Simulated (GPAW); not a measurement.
Y:

```
Y
1.0
     0.00000    2.55199    2.55199
     2.55199    0.00000    2.55199
     2.55199    2.55199    0.00000
Y
1
Cartesian
  0.0000 0.0000 0.0000
```

This isn't the form of Y at room conditions, which is hcp.

Base run:

* Program: GPAW 26.7.0
* Functional: LDA
* Potentials or basis: the program's PAW data sets (release 1.2.1) made for this functional
* Cutoff: 600 eV
* Basis: pw
* k mesh: 9 × 9 × 9
* Occupations: gaussian, width 0.1 eV
* Spin: no spin polarisation

Its results: band gap on the k mesh none (metal or under the smearing width); pressure -4.5 GPa.

Question: The run is repeated on the same cell with these changes: functional from LDA to RPBE. What comes out?

Answer: Band gap on the k mesh none (metal or under the smearing width); pressure 0.6 GPa.

RPBE binds less tightly than LDA, so the same cell stands under more pressure.
